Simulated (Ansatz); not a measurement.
# ZrC: elastic constants with PBE

ZrC:

```
Zr C
1.0
     0.00000    2.36500    2.36500
     2.36500    0.00000    2.36500
     2.36500    2.36500    0.00000
Zr C
1 1
Direct
  0.50000 0.50000 0.50000
  0.00000 0.00000 0.00000
```

```json
{
 "Program": "Ansatz 0.2.0",
 "Task": "elastic constants",
 "Functional": "PBE",
 "Potentials or basis": "Ansatz PAW",
 "Cutoff": "420 eV (not typed: the program's choice for these potentials)",
 "k mesh": "7 × 7 × 7",
 "Occupations": "fermi-dirac, width 0.05 eV",
 "Spin": "no spin polarisation",
 "Atoms under strain": "relaxed"
}
```

```json
{
  "Pressure": "-2.9 GPa",
  "Band gap on the k mesh": "none (metal or under the smearing width)",
  "Elastic constants C11, C12, C44": "412, 109, 144 GPa",
  "Voigt bulk modulus": "210 GPa"
}
```

Levels at points of the mesh, in eV from the Fermi level:
```csv
k point,band 4,band 5,band 6,band 7,band 8,band 9,band 10,band 11,band 12
"(0.00, 0.00, 0.00)",-25.85,-11.19,0.99,0.99,0.99,1.14,1.14,1.14,2.81
```

Elastic tensor in Voigt notation (GPa, in the Cartesian axes of the cell as first typed):
```
412 109 109   0   0   0
109 412 109   0   0   0
109 109 412   0   0   0
  0   0   0 144   0   0
  0   0   0   0 144   0
  0   0   0   0   0 144
```

Wall time 3.5 s on 2 threads of Intel(R) Xeon(R) Platinum 8488C (Sapphire Rapids), with other jobs on the host, peak memory 0.39 GiB.

Caveat: elastic constants of metals need much finer meshes, so these are rough.
